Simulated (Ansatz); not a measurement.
**SiC under changes of volume**

One of the cells (10.313 Å³/atom); the others are scaled copies at fixed shape and fractional positions:

```
Si C
1.0
     3.07569    0.00000    0.00000
    -1.53785    2.66363    0.00000
     0.00000    0.00000   10.07065
Si C
4 4
Direct
  0.00000 0.00000 0.18789
  0.00000 0.00000 0.68789
  0.33333 0.66667 0.43784
  0.66667 0.33333 0.93784
  0.00000 0.00000 0.00046
  0.00000 0.00000 0.50046
  0.33333 0.66667 0.24980
  0.66667 0.33333 0.74980
```

The cell is a database's computed one.

* Program: Ansatz 0.2.0
* Functional: PBE
* Potentials or basis: PseudoDojo standard (PBE files)
* Cutoff: 1116 eV
* Density cutoff: 4463 eV
* k mesh: 10 × 10 × 3
* Occupations: fermi-dirac, width 0.05 eV
* Spin: no spin polarisation

| volume (Å³/atom) | energy over the lowest point (meV/atom) | pressure (GPa) | gap on the mesh (eV) | largest force (eV/Å) |
| --- | --- | --- | --- | --- |
| 9.694 | ? | ? | ? | ? |
| 9.900 | 24.95 | 14.0 | 2.24 | 0.020 |
| 10.107 | 10.38 | 8.7 | 2.24 | 0.013 |
| 10.313 | 2.26 | 4.0 | 2.23 | 0.008 |
| 10.519 | 0.00 | -0.4 | 2.23 | 0.004 |
| 10.726 | 3.07 | -4.3 | 2.22 | 0.006 |
| 10.932 | 10.96 | -7.9 | 2.22 | 0.012 |

Task: What does the run at 9.694 Å³/atom give?

Result: Energy over the lowest point 46.64 meV/atom; pressure 19.8 GPa; gap on the mesh 2.24 eV; largest force 0.028 eV/Å.

Worked out: A Birch-Murnaghan fit of order 3 (a polynomial in V^(-2/3)) to the other rows has its minimum at 10.50 Å³/atom with B0 = V·E''(V) = 212 GPa and B' = 3.7 at fixed shape and positions, which overstates the stiffness. It gives 46.52 meV/atom at 9.694 Å³/atom, against the run's 46.64, and -dE/dV = 19.7 GPa, against 19.8. A straight line through the other rows of the gap, of slope -0.231 eV per unit of ln V, extrapolates to 2.25 eV, against the run's 2.24.

Energies are extrapolated to zero smearing.

Caveats: odd divisions of the mesh miss points on the zone boundary, where band edges often lie, so the gap on the mesh can be too wide.

A mesh can miss the band edges.
